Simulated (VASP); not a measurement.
# C (R-3m) in VASP: notebook

One crystal, C, is run at these levels: LDA; tasks: single point.

Program: VASP 6.6.1. These are calculated values, not measurements. Logs are shortened: lines on timing, memory, paths and dates and some standing lists are left out, and cuts for length are marked.

## Step 1: The structure

Symmetry: R-3m, No. 166, trigonal system. Conventional cell: a = 2.466 Å, b = 2.466 Å, c = 24.848 Å, α = 90.00°, β = 90.00°, γ = 120.00°. C (site symmetry 3m) is surrounded by 3 C at 1.42 Å. C (site symmetry 3m) has 3 C at 1.42 Å as nearest neighbours.

This isn't the form of C at room conditions, which is graphite.

## Step 2: Single point, LDA

File INCAR:

```
SYSTEM = C
PREC = Accurate
ENCUT = 460
EDIFF = 1E-6
ISMEAR = 0
SIGMA = 0.2
LREAL = .FALSE.
LASPH = .TRUE.
NELM = 100
ALGO = Normal
ISIF = 2
LWAVE = .FALSE.
LCHARG = .FALSE.
GGA = CA
ADDGRID = .FALSE.
```

File KPOINTS:

```
Automatic mesh
0
G
  5 5 5
  0 0 0
```

File POSCAR:

```
C
1.0
    1.2331880975      0.7119814801      8.2826151019
   -1.2331880975      0.7119814801      8.2826151019
    0.0000000000     -1.4239629601      8.2826151019
C
4
Direct
    0.0871730800      0.0871730800      0.0871730800
    0.7538500600      0.7538500600      0.7538500600
    0.2461499400      0.2461499400      0.2461499400
    0.9128269200      0.9128269200      0.9128269200
```

Potentials or basis: VASP PAW LDA potentials, release 64 (C).

Launch:

```
$ cat potpaw_LDA.64/C/POTCAR > POTCAR
$ mpirun -np 1 vasp_std > vasp.out
```

OUTCAR:

```text
SYSTEM = C
   PREC = Accurate
   ENCUT = 460
   EDIFF = 1E-6
   ISMEAR = 0
   LREAL = .FALSE.
   LASPH = .TRUE.
   NELM = 100
   ISIF = 2
   GGA = CA

 Found     19 irreducible k-points:

 Following reciprocal coordinates:
            Coordinates               Weight
  0.000000  0.000000  0.000000      1.000000
  0.200000  0.000000  0.000000      6.000000
  0.400000  0.000000  0.000000      6.000000
  0.200000  0.200000  0.000000      6.000000
  0.400000  0.200000  0.000000     12.000000
 -0.400000  0.200000  0.000000     12.000000
   k-points           NKPTS =     19   k-points in BZ     NKDIM =     19   number of bands    NBANDS=     12
   number of dos      NEDOS =    301   number of ions     NIONS =      4
   total plane-waves  NPLWV = 216000
   dimension x,y,z NGX =    60 NGY =   60 NGZ =   60
   dimension x,y,z NGXF=   120 NGYF=  120 NGZF=  120
   ions per type =               4
   NGX,Y,Z   is equivalent  to a cutoff of  11.87, 11.87, 11.87 a.u.
   NGXF,Y,Z  is equivalent  to a cutoff of  23.74, 23.74, 23.74 a.u.
 SYSTEM =  C
   PREC   = accura    normal or accurate (medium, high low for compatibility)
   ISTART =      0    job   : 0-new  1-cont  2-samecut
   ICHARG =      2    charge: 1-file 2-atom 10-const
   ISPIN  =      1    spin polarized calculation?
   LNONCOLLINEAR =      F non collinear calculations
   LSORBIT =      F    spin-orbit coupling
   LASPH  =      T    aspherical Exc in radial PAW
   ENCUT  =  460.0 eV  33.81 Ry    5.81 a.u.  14.70 14.70 14.70*2*pi/ulx,y,z
   NELM   =    100;   NELMIN=  2; NELMDL= -5     # of ELM steps
   EDIFF  = 0.1E-05   stopping-criterion for ELM
   LREAL  =      F    real-space projection
   EDIFFG = 0.1E-04   stopping-criterion for IOM
   NSW    =      0    number of steps for IOM
   IBRION =     -1    ionic relax: 0-MD 1-quasi-New 2-CG
   NFREE  =      0    steps in history (QN), initial steepest desc. (CG)
   ISIF   =      2    stress and relaxation
   ISYM   =      2    0-nonsym 1-usesym 2-fastsym
   POTIM  = 0.5000    time-step for ionic-motion
   TEBEG  =    0.0;   TEEND  =   0.0 temperature during run
   PSTRESS=    0.0 pullay stress
   NELECT =      16.0000    total number of electrons
   NUPDOWN=      -1.0000    fix difference up-down
   EMIN   =  10.00;   EMAX   =-10.00  energy-range for DOS
   EFERMI =   0.00;   METHOD = LEGACY
   ISMEAR =     0;   SIGMA  =   0.20  broadening in eV -4-tet -1-fermi 0-gaus
   EFERMI_NEDOS =   21; number of points for ismear=-14 and -15
   IALGO  =     38    algorithm
   IMIX   =      4    mixing-type and parameters
     AMIX     =   0.40;   BMIX     =  1.00
     AMIX_MAG =   1.60;   BMIX_MAG =  1.00
  volume/ion in A,a.u.               =      10.91        73.61
  Fermi-wavevector in a.u.,A,eV,Ry     =   1.171771  2.214325 18.681428  1.373046
  Thomas-Fermi vector in A             =   2.308209
   LORBIT       =      0    0 simple, 1 ext, 2 COOP (PROOUT), +10 PAW based schemes
   GGA     = CA    functional components
   LHFCALC =     F    Hartree Fock is set to
   AEXX    =    0.0000 exact exchange contribution
   IVDW    =     0    specifies the selected vdW correction
   LEPSILON=     F    determine dielectric tensor
   LRPA    =     F    only Hartree local field effects (RPA)
 non-spin polarized calculation
 Gauss-broadening in eV      SIGMA  =   0.20
  energy-cutoff  :      460.00
  volume of cell :       43.63
 maximum number of plane-waves:      1010
   NGX = 29   NGY = 29   NGZ = 29

 number of electron      15.9999999 magnetization

 Free energy of the ion-electron system (eV)
  ---------------------------------------------------
  ext. energy  EPLUGINS =         0.00000000
  ---------------------------------------------------
  free energy    TOTEN  =       -40.32808498 eV

  energy without entropy =      -40.32808498  energy(sigma->0) =      -40.32808498

 E-fermi :   2.4431     XC(G=0):  -9.3616

 val. band max:        1.5176582501   @ k =  -0.4000   0.2000   0.0000
 cond. band min:       3.9704705796   @ k =  -0.4000   0.2000   0.0000
 fundamental gap:      2.4528123295
 Fermi energy:         2.4430766680

 k-point     1 :       0.0000    0.0000    0.0000
  band No.  band energies     occupation
      1     -16.4629      2.00000
      2     -16.4052      2.00000
      3      -5.1035      2.00000
      4      -4.4495      2.00000
      5      -0.1768      2.00000
      6      -0.1768      2.00000
      7      -0.1752      2.00000
      8      -0.1752      2.00000
      9       5.6280      0.00000
     10       9.2392      0.00000
     11      11.1129      0.00000
     12      11.1196      0.00000

 k-point     2 :       0.2000    0.0000    0.0000
  band No.  band energies     occupation
      1     -15.5255      2.00000
      2     -15.4729      2.00000
      3      -3.9647      2.00000
      4      -3.3552      2.00000
      5      -3.2133      2.00000
      6      -3.2042      2.00000
      7      -1.6622      2.00000
      8      -1.6592      2.00000
      9       6.8813      0.00000
     10      10.2190      0.00000
     11      11.0651      0.00000
     12      11.0785      0.00000
[... 31 lines left out ...]
 k-point     5 :       0.4000    0.2000    0.0000
  band No.  band energies     occupation
      1     -13.6853      2.00000
      2     -13.6463      2.00000
      3      -5.9492      2.00000
      4      -5.9361      2.00000
      5      -4.5972      2.00000
      6      -4.5872      2.00000
      7      -1.7589      2.00000
      8      -1.3054      2.00000
      9       7.6443      0.00000
     10       7.8186      0.00000
     11       9.5075      0.00000
     12      11.7753      0.00000

 k-point     6 :      -0.4000    0.2000    0.0000
  band No.  band energies     occupation
      1     -10.5882      2.00000
      2     -10.5586      2.00000
      3      -9.7182      2.00000
      4      -9.6936      2.00000
      5      -5.9493      2.00000
      6      -5.9399      2.00000
      7       1.2020      2.00000
      8       1.5177      2.00000
      9       3.9705      0.00000
     10       4.2943      0.00000
     11      13.2454      0.00000
     12      13.6215      0.00000

 [... further k-points ...]

------------------------ aborting loop because EDIFF is reached ----------------------------------------

  FORCE on cell =-STRESS in cart. coord.  units (eV):
  Direction    XX          YY          ZZ          XY          YZ          ZX
  --------------------------------------------------------------------------------------
  -------------------------------------------------------------------------------------
  Total       -2.0609056     -2.0609056     -0.2984599      0.0000000     -0.0000000      0.0000000
  in kB      -75.6749120    -75.6749120    -10.9592252      0.0000000     -0.0000000      0.0000000
  external PRESSURE =     -54.1030164 kB  Pullay stress =       0.0000000 kB

 VOLUME and BASIS-vectors are now :
 -----------------------------------------------------------------------------
  energy-cutoff  :      460.00
  volume of cell :       43.63
      direct lattice vectors                 reciprocal lattice vectors
     1.233188098  0.711981480  8.282615102     0.405453151  0.234088486  0.040244938
    -1.233188098  0.711981480  8.282615102    -0.405453151  0.234088486  0.040244938
     0.000000000 -1.423962960  8.282615102     0.000000000 -0.468176972  0.040244938

 POSITION                                       TOTAL-FORCE (eV/Angst)
 -----------------------------------------------------------------------------------
      0.00000      0.00000      2.16606         0.000000      0.000000      0.004240
      0.00000      0.00000     18.73155         0.000000     -0.000000     -0.004247
      0.00000      0.00000      6.11630         0.000000      0.000000      0.004247
      0.00000      0.00000     22.68178         0.000000     -0.000000     -0.004240
 -----------------------------------------------------------------------------------
    total drift:                               -0.000000     -0.000000     -0.000000

  FREE ENERGIE OF THE ION-ELECTRON SYSTEM (eV)
  ---------------------------------------------------
  free  energy   TOTEN  =       -40.3280849773 eV

  energy  without entropy=      -40.3280849772  energy(sigma->0) =      -40.32808498
```

stdout:

```text
POSCAR found type information on POSCAR C
 POSCAR found :  1 types and       4 ions
 scaLAPACK will be used
 LDA part: xc-table for (Slater(with rela. corr.)+CA(PZ))
 , standard interpolation
 POSCAR, INCAR and KPOINTS ok, starting setup
 FFT: planning ... GRIDC
 FFT: planning ... GRID_SOFT
 FFT: planning ... GRID
 WAVECAR not read
 entering main loop
```

Wall time 29 s (1 thread of Intel Xeon 6975P-C (Granite Rapids), shared host); peak memory 0.32 GiB.

These settings aren't checked as converged: the numbers below hold their error.

What came out:

```
Free energy            : -40.3281 eV
Pressure               : -5.4 GPa
Largest force          : 0.004 eV/Å
Band gap on the k mesh : 2.45 eV, direct
```

Caveat: the k mesh is coarse (spacing up to 0.59 Å⁻¹), so the values aren't converged; the cutoff is under 1.25 times the usual one of these potentials, so pressure, stress and relaxed cells hold a basis-set (Pulay) error; an odd mesh through Γ misses points on the zone boundary, where band edges often lie.

## Step 3: Single point, LDA

Changes to INCAR since step 2:

```diff
@@ -5,3 +5,3 @@
 ISMEAR = 0
-SIGMA = 0.2
+SIGMA = 0.01
 LREAL = .FALSE.
```

KPOINTS is that of step 2.

POSCAR is that of step 2.

Potentials or basis: VASP PAW LDA potentials, release 64 (C).

Launch:

```
$ cat potpaw_LDA.64/C/POTCAR > POTCAR
$ mpirun -np 1 vasp_std > vasp.out
```

Run time: 28 s. Hardware: 1 thread of Intel Xeon 6975P-C (Granite Rapids), shared host; peak memory 0.32 GiB.

These settings aren't checked as converged: the numbers below hold their error.

What came out:

```yaml
Free_energy: -40.3281 eV
Pressure: -5.4 GPa
Largest_force: 0.004 eV/Å
Band_gap_on_the_k_mesh: 2.45 eV, direct
```

Caveat: the k mesh is coarse (spacing up to 0.59 Å⁻¹), so the values aren't converged; the cutoff is under 1.25 times the usual one of these potentials, so pressure, stress and relaxed cells hold a basis-set (Pulay) error; an odd mesh through Γ misses points on the zone boundary, where band edges often lie.

(Continued in part 2 of 2.)
